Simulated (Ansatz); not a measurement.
Consider the formal exchange of groups at a Ge–C bond: `C[C](=O)[GeH3]` + `CC(N)O` → `N[CH](O)[GeH3]` + `CC(C)=O`.

Isolated molecules relaxed with PBE0-D4/def2-TZVP in Ansatz; ΔE leaves out vibrations. CBS: MP2 limit from def2 TZ/QZ plus the TZ coupled-cluster correction, frozen cores. Functionals use def2-TZVPP. B3LYP here is the variant with VWN-RPA as its local correlation; programs differ in this. For Ge outer-core shells are correlated without core-valence functions, which leaves a few kJ/mol of doubt a bond. Scalar relativity is left out up to krypton. Each species was taken in one conformer, which may not be the lowest.

```
             level  ΔE (kJ/mol)
           PBE0-D4         13.8
          B3LYP-D4         15.5
    MP2/def2-TZVPP         15.7
CCSD(T)/def2-TZVPP         16.6
```

Task: What does CCSD(T)/CBS give? (An estimate is asked.)

Result: Computed: +15.5 kJ/mol. The listed levels differ from it by -1.7, 0.0, 0.2, 1.1 kJ/mol.

Largest T1 diagnostic among the species: 0.014.

CCSD(T)/CBS has its own doubt, a few kJ/mol and more with outer-core shells, so smaller differences from it don't rank the levels.
